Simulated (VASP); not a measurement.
The system is Hf.

```
CELL_PARAMETERS angstrom
2.94915 0.00000 0.00000
0.00000 2.94915 0.00000
0.00000 0.00000 2.94915
ATOMIC_POSITIONS crystal
Hf 0.00000 0.00000 0.00000
```

This isn't the form of Hf at room conditions, which is hcp.

Base run:

| Property | Result |
| --- | --- |
| Program | VASP 6.6.1 |
| Functional | RPBE |
| Potentials or basis | VASP PAW PBE potentials, release 64 (Hf_pv) |
| Cutoff | 520 eV |
| k mesh | 17 × 17 × 17 |
| Occupations | fermi-dirac, width 0.1 eV |
| Spin | no spin polarisation |

Its results: band gap on the k mesh none (metal or under the smearing width); pressure 0.2 GPa.

Problem. The run is repeated on the same cell with these changes: k mesh from 17 × 17 × 17 to 11 × 11 × 11; further incar settings from ALGO = Fast; EDIFF = 1e-06; NBANDS = 11 to ALGO = Normal; EDIFF = 1e-06; NBANDS = 11. What comes out?

Solution. Band gap on the k mesh none (metal or under the smearing width); pressure -0.3 GPa.

Caveats: the PAW data sets were made with another functional, which shifts forces and pressure a little.

Not every run made on this cell is shown here.
